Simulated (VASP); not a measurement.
# Ni in VASP: settings compared

One slab, Ni, is run at these levels: r2SCAN, PBE; tasks: work function.

All numbers are computed with VASP 6.6.1; they aren't measurements. Logs are shortened: lines on timing, memory, paths and dates and some standing lists are left out, and cuts for length are marked.

## (1) Starting point

The cell holds a slab with vacuum, 7 atoms: a = 2.492 Å, b = 2.492 Å, c = 26.207 Å, α = 90.00°, β = 90.00°, γ = 60.00°.

The slab is cut from a database's or a generator's crystal, which needn't be the stable form of the element.

## (2) Work function, r2SCAN, collinear spin, ferromagnetic start

The input, INCAR:

```
SYSTEM = Ni
ALGO = Normal ; EDIFF = 1E-6
ENCUT = 520 ; ISIF = 2
ISMEAR = 0 ; ISPIN = 2
LASPH = .True. ; LCHARG = .True.
LELF = .True. ; LMAXMIX = 4
LMIXTAU = .True. ; LORBIT = 11
LREAL = .False. ; LVACPOTAV = .True.
LVHAR = .True. ; LWAVE = .False.
MAGMOM = 1 1 1 1 1 1 1 ; METAGGA = R2SCAN
NELM = 120 ; PREC = Accurate
SIGMA = 0.1
```

The input, KPOINTS:

```
k-points
0
Gamma
  12 12 1
  0 0 0
```

The input, POSCAR:

```
Ni
1.0
    2.4918442969      0.0000000000      0.0000000000
    1.2459221485      2.1580004634      0.0000000000
    0.0000000000      0.0000000000     26.2074940917
Ni
7
Direct
    0.0000000000      0.0000000000      0.2670991731
    0.3333333333      0.3333333333      0.3447327820
    0.6666666667      0.6666666667      0.4223663910
    0.0000000000      0.0000000000      0.5000000000
    0.3333333333      0.3333333333      0.5776336090
    0.6666666667      0.6666666667      0.6552672180
    0.0000000000      0.0000000000      0.7329008269
```

Potentials or basis: VASP PAW PBE potentials, release 64 (Ni).

On the command line:

```console
$ cat potpaw_PBE.64/Ni/POTCAR > POTCAR
$ mpirun -np 1 vasp_std > vasp.out
```

OUTCAR:

```text
SYSTEM = Ni
   EDIFF = 1E-6
   ENCUT = 520
   ISIF = 2
   ISMEAR = 0
   ISPIN = 2
   LASPH = .True.
   LORBIT = 11
   LREAL = .False.
   METAGGA = R2SCAN
   NELM = 120
   PREC = Accurate

 ion  position               nearest neighbor table
   1  0.000  0.000  0.267-   2 2.49   2 2.49   2 2.49
   2  0.333  0.333  0.345-   1 2.49   1 2.49   1 2.49   3 2.49   3 2.49   3 2.49
   3  0.667  0.667  0.422-   2 2.49   2 2.49   4 2.49   4 2.49   4 2.49   2 2.49
   4  0.000  0.000  0.500-   3 2.49   5 2.49   3 2.49   5 2.49   5 2.49   3 2.49
   5  0.333  0.333  0.578-   6 2.49   6 2.49   4 2.49   4 2.49   4 2.49   6 2.49
   6  0.667  0.667  0.655-   7 2.49   7 2.49   7 2.49   5 2.49   5 2.49   5 2.49
   7  0.000  0.000  0.733-   6 2.49   6 2.49   6 2.49

  LATTYP: Found a hexagonal cell.
 ALAT       =     2.4918442969
 C/A-ratio  =    10.5173080533

  Lattice vectors:

 A1 = (  -1.2459221485,  -2.1580004634,   0.0000000000)
 A2 = (   2.4918442969,   0.0000000000,   0.0000000000)
 A3 = (   0.0000000000,   0.0000000000,  26.2074940917)

Analysis of symmetry for initial positions (statically):
=====================================================================
 Subroutine PRICEL returns:
 Original cell was already a primitive cell.

 Routine SETGRP: Setting up the symmetry group for a
 hexagonal supercell.

 Subroutine GETGRP returns: Found 12 space group operations
 (whereof 12 operations were pure point group operations)
 out of a pool of 24 trial point group operations.

The static configuration has the point symmetry D_3d.

Analysis of symmetry for dynamics (positions and initial velocities):
=====================================================================
 Subroutine PRICEL returns:
 Original cell was already a primitive cell.

 Routine SETGRP: Setting up the symmetry group for a
 hexagonal supercell.

 Subroutine GETGRP returns: Found 12 space group operations
 (whereof 12 operations were pure point group operations)
 out of a pool of 24 trial point group operations.

The dynamic configuration has the point symmetry D_3d.

Analysis of structural, dynamic, and magnetic symmetry:
=====================================================================
 Subroutine PRICEL returns:
 Original cell was already a primitive cell.

 Routine SETGRP: Setting up the symmetry group for a
 hexagonal supercell.

 Subroutine GETGRP returns: Found 12 space group operations
 (whereof 12 operations were pure point group operations)
 out of a pool of 24 trial point group operations.

The overall configuration has the point symmetry D_3d.

 Subroutine INISYM returns: Found 12 space group operations
 (whereof 12 operations are pure point group operations),
 and found     1 'primitive' translations

----------------------------------------------------------------------------------------

                                     Primitive cell

  volume of cell :     140.9282

  direct lattice vectors                    reciprocal lattice vectors
     2.491844297  0.000000000  0.000000000     0.401309183 -0.231695965  0.000000000
     1.245922149  2.158000463  0.000000000     0.000000000  0.463391930  0.000000000
     0.000000000  0.000000000 26.207494092     0.000000000  0.000000000  0.038157025

  length of vectors
     2.491844297  2.491844297 26.207494092     0.463391930  0.463391930  0.038157025

  position of ions in fractional coordinates (direct lattice)
     0.000000000  0.000000000  0.267099173
     0.333333333  0.333333333  0.344732782
     0.666666667  0.666666667  0.422366391
     0.000000000  0.000000000  0.500000000
     0.333333333  0.333333333  0.577633609
     0.666666667  0.666666667  0.655267218
     0.000000000  0.000000000  0.732900827

  ion indices of the primitive-cell ions
   primitive index   ion index
                 1           1
                 2           2
                 3           3
                 4           4
                 5           5
                 6           6
                 7           7

[... 32 lines left out ...]
  0.333333 -0.000000  0.000000      6.000000
  0.416667  0.000000  0.000000      6.000000
[... 11 lines left out ...]
 -0.416667  0.250000  0.000000     12.000000
 -0.333333  0.333333  0.000000      2.000000
   k-points           NKPTS =     19   k-points in BZ     NKDIM =     19   number of bands    NBANDS=     46
   number of dos      NEDOS =    301   number of ions     NIONS =      7
   total plane-waves  NPLWV =  78400
   dimension x,y,z NGX =    20 NGY =   20 NGZ =  196
   dimension x,y,z NGXF=    40 NGYF=   40 NGZF=  392
   ions per type =               7
   NGX,Y,Z   is equivalent  to a cutoff of  13.34, 13.34, 12.43 a.u.
   NGXF,Y,Z  is equivalent  to a cutoff of  26.69, 26.69, 24.87 a.u.
 SYSTEM =  Ni
   PREC   = accura    normal or accurate (medium, high low for compatibility)
   ISTART =      0    job   : 0-new  1-cont  2-samecut
   ICHARG =      2    charge: 1-file 2-atom 10-const
   ISPIN  =      2    spin polarized calculation?
   LNONCOLLINEAR =      F non collinear calculations
   LSORBIT =      F    spin-orbit coupling
   LASPH  =      T    aspherical Exc in radial PAW
   ENCUT  =  520.0 eV  38.22 Ry    6.18 a.u.   4.63  4.63 48.73*2*pi/ulx,y,z
   NELM   =    120;   NELMIN=  2; NELMDL= -5     # of ELM steps
   EDIFF  = 0.1E-05   stopping-criterion for ELM
   LREAL  =      F    real-space projection
   EDIFFG = 0.1E-04   stopping-criterion for IOM
   NSW    =      0    number of steps for IOM
   IBRION =     -1    ionic relax: 0-MD 1-quasi-New 2-CG
   NFREE  =      0    steps in history (QN), initial steepest desc. (CG)
   ISIF   =      2    stress and relaxation
   ISYM   =      2    0-nonsym 1-usesym 2-fastsym
   POTIM  = 0.5000    time-step for ionic-motion
   TEBEG  =    0.0;   TEEND  =   0.0 temperature during run
   PSTRESS=    0.0 pullay stress
   NELECT =      70.0000    total number of electrons
   NUPDOWN=      -1.0000    fix difference up-down
   EMIN   =  10.00;   EMAX   =-10.00  energy-range for DOS
   EFERMI =   0.00;   METHOD = LEGACY
   ISMEAR =     0;   SIGMA  =   0.10  broadening in eV -4-tet -1-fermi 0-gaus
   EFERMI_NEDOS =   21; number of points for ismear=-14 and -15
   IALGO  =     38    algorithm
   IMIX   =      4    mixing-type and parameters
     AMIX     =   0.40;   BMIX     =  1.00
     AMIX_MAG =   1.60;   BMIX_MAG =  1.00
  volume/ion in A,a.u.               =      20.13       135.86
  Fermi-wavevector in a.u.,A,eV,Ry     =   1.296507  2.450043 22.870447  1.680930
  Thomas-Fermi vector in A             =   2.427959
   LORBIT       =     11    0 simple, 1 ext, 2 COOP (PROOUT), +10 PAW based schemes
   METAGGA = R2SCAN    functional components
   LHFCALC =     F    Hartree Fock is set to
   AEXX    =    0.0000 exact exchange contribution
   IVDW    =     0    specifies the selected vdW correction
   LEPSILON=     F    determine dielectric tensor
   LRPA    =     F    only Hartree local field effects (RPA)
 spin polarized calculation
 Gauss-broadening in eV      SIGMA  =   0.10
  energy-cutoff  :      520.00
  volume of cell :      140.93
 maximum number of plane-waves:      3833
   NGX =  9   NGY =  9   NGZ = 97

 number of electron      70.0000009 magnetization       5.2951876

 Free energy of the ion-electron system (eV)
  ---------------------------------------------------
  ext. energy  EPLUGINS =         0.00000000
  ---------------------------------------------------
  free energy    TOTEN  =       -82.16492632 eV

  energy without entropy =      -82.13194753  energy(sigma->0) =      -82.14843693

 E-fermi :   2.9078     XC(G=0):  -8.4472

 val. band max:        2.8935345166   @ k =   0.3333  -0.0000   0.0000
 cond. band min:       2.9098311286   @ k =   0.4167   0.0000   0.0000
 fundamental gap:      0.0162966119
 Fermi energy:         2.9077803647

 spin component 1

 k-point     1 :       0.0000    0.0000    0.0000
  band No.  band energies     occupation
      1      -6.2854      1.00000
      2      -5.7914      1.00000
      3      -4.9467      1.00000
      4      -3.9263      1.00000
      5      -3.0088      1.00000
      6      -2.5078      1.00000
[... 920 lines left out ...]
     45       9.9180      0.00000
     46       9.9180      0.00000
 Fermi energy:         2.9077803647

 spin component 2

 k-point     1 :       0.0000    0.0000    0.0000
  band No.  band energies     occupation
      1      -6.5595      1.00000
      2      -6.0609      1.00000
      3      -5.1991      1.00000
      4      -4.1006      1.00000
      5      -2.9994      1.00000
      6      -2.2045      1.00000
[... 920 lines left out ...]
     45      10.2496      0.00000
     46      10.2496      0.00000

------------------------ aborting loop because EDIFF is reached ----------------------------------------

  FORCE on cell =-STRESS in cart. coord.  units (eV):
  Direction    XX          YY          ZZ          XY          YZ          ZX
  --------------------------------------------------------------------------------------
  -------------------------------------------------------------------------------------
  Total       -4.8129701     -4.8129701     -3.4592505     -0.0000000      0.0000000     -0.0000000
  in kB      -54.7174451    -54.7174451    -39.3273479     -0.0000000      0.0000000     -0.0000000
  external PRESSURE =     -49.5874127 kB  Pullay stress =       0.0000000 kB

 VOLUME and BASIS-vectors are now :
 -----------------------------------------------------------------------------
  energy-cutoff  :      520.00
  volume of cell :      140.93
      direct lattice vectors                 reciprocal lattice vectors
     2.491844297  0.000000000  0.000000000     0.401309183 -0.231695965  0.000000000
     1.245922149  2.158000463  0.000000000     0.000000000  0.463391930  0.000000000
     0.000000000  0.000000000 26.207494092     0.000000000  0.000000000  0.038157025

 POSITION                                       TOTAL-FORCE (eV/Angst)
 -----------------------------------------------------------------------------------
      0.00000      0.00000      7.00000        -0.000000     -0.000000      0.368950
      1.24592      0.71933      9.03458         0.000000      0.000000     -0.111307
      2.49184      1.43867     11.06916        -0.000000     -0.000000     -0.039715
      0.00000      0.00000     13.10375        -0.000000      0.000000      0.000000
      1.24592      0.71933     15.13833         0.000000      0.000000      0.039715
      2.49184      1.43867     17.17291        -0.000000     -0.000000      0.111307
      0.00000      0.00000     19.20749        -0.000000      0.000000     -0.368950
 -----------------------------------------------------------------------------------
    total drift:                               -0.000000     -0.000000      0.000000

  FREE ENERGIE OF THE ION-ELECTRON SYSTEM (eV)
  ---------------------------------------------------
  free  energy   TOTEN  =       -82.1649263201 eV

  energy  without entropy=      -82.1319475313  energy(sigma->0) =      -82.14843693

 total charge

# of ion       s       p       d       tot
------------------------------------------
    1        0.504   0.398   8.297   9.199
    2        0.508   0.514   8.295   9.317
    3        0.511   0.512   8.317   9.339
    4        0.512   0.513   8.311   9.337
    5        0.511   0.512   8.317   9.339
    6        0.508   0.514   8.295   9.317
    7        0.504   0.398   8.297   9.199
--------------------------------------------------
tot          3.559   3.361  58.128  65.049

 magnetization (x)

# of ion       s       p       d       tot
------------------------------------------
    1       -0.007  -0.040   0.859   0.813
    2       -0.007  -0.046   0.871   0.818
    3       -0.013  -0.047   0.788   0.729
    4       -0.011  -0.046   0.804   0.747
    5       -0.013  -0.047   0.788   0.729
    6       -0.007  -0.046   0.871   0.818
    7       -0.007  -0.040   0.859   0.813
--------------------------------------------------
tot         -0.063  -0.311   5.841   5.467
```

Wall time 41 min (1 thread of AMD EPYC 9R14 (Zen 4), shared host); peak memory 0.43 GiB.

Results:

```
Free energy                                           : -82.1649 eV
Largest force                                         : 0.369 eV/Å
Band gap on the k mesh                                : none (metal or under the smearing width)
Net moment                                            : 5.30 μB per cell
Site moments                                          : Ni +0.81, +0.82, +0.73, +0.75 μB
Valence electrons inside the program's atomic spheres : Ni 9.20, 9.32, 9.34
```

Forces in eV/Å, atoms in the order of the input:
```
Ni   0.000  0.000  0.369
Ni   0.000  0.000 -0.111
Ni   0.000  0.000 -0.040
Ni   0.000  0.000  0.000
Ni   0.000  0.000  0.040
Ni   0.000  0.000  0.111
Ni   0.000  0.000 -0.369
```

Caveat: the PAW data sets were made with another functional, which shifts forces and pressure a little.

[end of part 1 of 2]
